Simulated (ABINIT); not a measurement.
Crystal: I.

```
I
1.0
     0.00000    2.36560    3.90984
     2.19225    0.00000    3.90984
     2.19225    2.36560    0.00000
I
1
Direct
  0.00000 0.00000 0.00000
```

Base run:

```yaml
Program: ABINIT 10.8.3 (patched build)
Functional: HCTH407
Potentials_or_basis: JTH PAW PBE v2.0
Cutoff: 408 eV
k_mesh: 9 × 9 × 9
Occupations: fermi-dirac, width 0.05 eV
Spin: no spin polarisation
```

Its results: band gap on the k mesh none (metal or under the smearing width); pressure 3.0 GPa.

Question: The run is repeated on the same cell with these changes: functional from HCTH407 to SOGGA. What comes out?

Answer: Band gap on the k mesh none (metal or under the smearing width); pressure -1.9 GPa.

Caveats: the PAW data sets were made with another functional, which shifts forces and pressure a little; spin-orbit coupling is left out, which moves the levels of the heavy elements; an odd number of electrons without spin polarisation forces a metal; a magnetic or distorted state may lie lower.
